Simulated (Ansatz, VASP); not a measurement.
# Two plane-wave programs on B

INCAR

```
SYSTEM = B
PREC = Accurate
ENCUT = 520
EDIFF = 1E-6
ISMEAR = 0
SIGMA = 0.1
LREAL = .False.
LASPH = .True.
NELM = 60
ALGO = Normal
ISIF = 2
LWAVE = .False.
LCHARG = .False.
GGA = PE
NBANDS = 8
```

KPOINTS

```
regular mesh
0
Gamma
  22 22 22
  0 0 0
```

The input POSCAR:

```
B
1.0
   -1.2835158684      1.2835158684      1.2835158684
    1.2835158684     -1.2835158684      1.2835158684
    1.2835158684      1.2835158684     -1.2835158684
B
1
Direct
    0.0000000000      0.0000000000      0.0000000000
```

Input for Ansatz:

```yaml
crystal:
  lattice:
    - [-1.2835158684, 1.2835158684, 1.2835158684]
    - [1.2835158684, -1.2835158684, 1.2835158684]
    - [1.2835158684, 1.2835158684, -1.2835158684]
  atoms:
    - { symbol: B, position: [0.0, 0.0, 0.0] }
basis:
  ecutwfc: 420
kpoints:
  mp_grid: { grid: [22, 22, 22] }
hamiltonian:
  xc: pbe
scf:
  occupations: { method: gaussian, width: 0.1 }
output:
  forces: true
  stress: true
  eigenvalues: true
```

Alike in both runs: task single point; functional PBE; k mesh 22 × 22 × 22; occupations gaussian, width 0.1 eV; no spin polarisation.

|  | VASP | Ansatz |
| --- | --- | --- |
| version | VASP 6.6.1 | Ansatz 0.2.0 |
| potentials or method | VASP PAW PBE potentials, release 64 (B) | scalar-relativistic, plane waves, PAW |
| plane-wave cutoff (eV) | 520 | 420 |
| valence electrons in the cell | 3 | 3 |

VASP gave:

```
gap on the k mesh at the Fermi level (eV) : none
pressure (GPa)                            : -35.4
```

Problem. Estimate Ansatz's values.

Solution. gap on the k mesh at the Fermi level (eV): none; pressure (GPa): -35.3.

A gap of «none» marks a metal or a gap that the smearing closes.

Caveats: the cell as given lies far from equilibrium; so large a pressure means that the cell lies far from this level's equilibrium, or that cutoff or potentials fall short (VASP).
